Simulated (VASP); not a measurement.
Crystal: Sb.

```
Sb
1.0
     3.12240    0.00000    0.00000
     0.00000    4.34752    0.00000
    -0.03891    0.00000    4.40585
Sb
2
Direct
  0.98861 0.75000 0.75883
  0.01139 0.25000 0.24117
```

This isn't the form of Sb at room conditions, which is rhombohedral.

- Program: VASP 6.6.1
- Task: relaxation of cell and atoms
- Functional: PBE
- Potentials or basis: VASP PAW PBE potentials, release 64 (Sb)
- Cutoff: 600 eV
- k mesh: 14 × 10 × 10
- Occupations: gaussian, width 0.1 eV
- Spin: no spin polarisation

At the start: pressure 0.4 GPa; volume 29.90 Å³/atom.

**Question.** How do energy, volume and symmetry change on relaxing?

**Answer.** Over 24 steps the energy falls by 3.8 meV/atom and the volume is 30.03 Å³/atom (+0.4 %); space group Pm-3m (No. 221, to 0.05 Å).

The path:
```
step  energy change (eV)  largest force (eV/Å)  pressure (GPa)  volume (Å³)
   1              0.0000                0.1149            0.39        59.81
   2             -0.0025                0.0899           -0.23        60.44
   3             -0.0026                0.0912           -0.20        60.41
   4             -0.0038                0.0838           -0.09        60.24
   5             -0.0055                0.0473            0.32        59.75
   6             -0.0062                0.0363            0.25        59.81
   7             -0.0068                0.0215            0.07        59.98
   8             -0.0069                0.0202            0.10        59.95
   9             -0.0070                0.0199            0.04        60.02
  10             -0.0070                0.0196           -0.08        60.15
  11             -0.0071                0.0187           -0.06        60.13
  12             -0.0072                0.0172           -0.02        60.09
  13             -0.0072                0.0148            0.06        60.00
  14             -0.0072                0.0162            0.00        60.06
  15             -0.0073                0.0152            0.01        60.06
  16             -0.0073                0.0122            0.01        60.06
  17             -0.0074                0.0058            0.02        60.05
  18             -0.0074                0.0053            0.02        60.05
  19             -0.0075                0.0038            0.01        60.06
  20             -0.0075                0.0008            0.00        60.07
  21             -0.0075                0.0052           -0.03        60.10
  22             -0.0075                0.0017           -0.01        60.08
  23             -0.0075                0.0014           -0.01        60.08
  24             -0.0075                0.0007            0.01        60.06
```

Final structure:
```xyz
2
Lattice="3.1094 0.0000 0.0144 0.0000 4.3939 0.0000 -0.0183 0.0000 4.3957" Properties=species:S:1:pos:R:3 pbc="T T T"
Sb   -0.0130    3.2954    3.2968
Sb    3.1041    1.0985    1.1133
```
